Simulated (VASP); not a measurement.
BaS:

```
CELL_PARAMETERS angstrom
0.00000 3.22568 3.22568
3.22568 0.00000 3.22568
3.22568 3.22568 0.00000
ATOMIC_POSITIONS crystal
Ba 0.00000 0.00000 0.00000
S 0.50000 0.50000 0.50000
```

The cell is a database's computed one.

```yaml
Program: VASP 6.6.1
Task: relaxation of cell and atoms
Functional: LDA
Potentials_or_basis: VASP PAW LDA potentials, release 64 (Ba_sv, S)
Cutoff: 600 eV
k_mesh: 8 × 8 × 8
Occupations: gaussian, width 0.02 eV
Spin: no spin polarisation
```

At the start: pressure -3.0 GPa; volume 33.56 Å³/atom.

Question: How do energy, volume and symmetry change on relaxing?

Answer: Over 3 steps the energy falls by 22.5 meV/atom and the volume is 31.30 Å³/atom (-6.7 %); space group Fm-3m (No. 225, to 0.05 Å).

Step by step:
| step | energy change (eV) | largest force (eV/Å) | pressure (GPa) | volume (Å³) |
| --- | --- | --- | --- | --- |
| 1 | 0.0000 | 0.0000 | -2.99 | 67.13 |
| 2 | -0.0399 | 0.0000 | 1.19 | 61.22 |
| 3 | -0.0449 | 0.0000 | 0.00 | 62.61 |

Final structure:
```cif
data_structure
_symmetry_space_group_name_H-M 'P 1'
_symmetry_Int_Tables_number 1
_cell_length_a 4.4570
_cell_length_b 4.4570
_cell_length_c 4.4570
_cell_angle_alpha 60.000
_cell_angle_beta 60.000
_cell_angle_gamma 60.000
_cell_volume 62.61
loop_
_atom_site_label
_atom_site_type_symbol
_atom_site_fract_x
_atom_site_fract_y
_atom_site_fract_z
_atom_site_occupancy
Ba1 Ba 0.00000 0.00000 0.00000 1
S1 S 0.50000 0.50000 0.50000 1
```
